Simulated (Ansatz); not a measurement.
**Relaxing P**

Level of theory: Ansatz, DFT PBEsol, scalar-relativistic, plane waves, PAW. (420 eV cutoff, 18×18×18 k-mesh, Gaussian smearing of 0.10 eV, no spin polarisation)

What was changed: uniaxial strain along c, with a, b and atoms relaxed: -3.0 %.

A cell with an odd number of electrons and no spin polarisation is a metal by construction and may be lower with spin.

Input:

```yaml
crystal:
  lattice:
    - [2.4397748169, 0.0, 0.0]
    - [0.0, 2.4397748169, 0.0]
    - [0.0, 0.0, 2.3489643398]
  atoms:
    - { symbol: P, position: [0.0, 0.0, 0.0] }
basis:
  ecutwfc: 420
kpoints:
  mp_grid: { grid: [18, 18, 18] }
hamiltonian:
  xc: pbesol
scf:
  occupations: { method: gaussian, width: 0.1 }
output:
  forces: true
  stress: true
  eigenvalues: true
relax:
  adjacent_minimum: "off"
  f_tol: 0.008
  max_steps: 40
  cell: { stress_tol: 0.05, fix: [c, angles] }
```

F is the free energy. Steps run on the plane waves of an earlier cell, but the last one, and at times one on the way, on a freshly chosen basis, so a repeated geometry can differ a little in energy. The held parts of the cell keep their stress, so P needn't end at zero.

Steps:

```json
{"step": "1", "F − F(1) (eV)": "0.0000", "largest force component (eV/Å)": "0.000", "V (Å³/atom)": "13.982", "P (GPa)": "2.23"}
{"step": "2", "F − F(1) (eV)": "0.0000", "largest force component (eV/Å)": "0.000", "V (Å³/atom)": "13.973", "P (GPa)": "2.31"}
{"step": "3", "F − F(1) (eV)": "0.0000", "largest force component (eV/Å)": "0.000", "V (Å³/atom)": "13.965", "P (GPa)": "2.38"}
{"step": "4", "F − F(1) (eV)": "0.0000", "largest force component (eV/Å)": "0.000", "V (Å³/atom)": "13.965", "P (GPa)": "2.38"}
```

Relaxed structure:

```
CELL_PARAMETERS angstrom
2.43829 0.00000 0.00000
0.00000 2.43829 0.00000
0.00000 0.00000 2.34896
ATOMIC_POSITIONS crystal
P 0.00000 0.00000 0.00000
```

It takes space group P4/mmm (No. 123, tetragonal). The conventional cell has a = 2.438 Å, b = 2.438 Å, c = 2.349 Å, α = 90.00°, β = 90.00°, γ = 90.00°. P (site symmetry 4/mmm) is surrounded by 6 P at 2.35 to 2.44 Å.

The run converged. The run took roughly 21 core-seconds.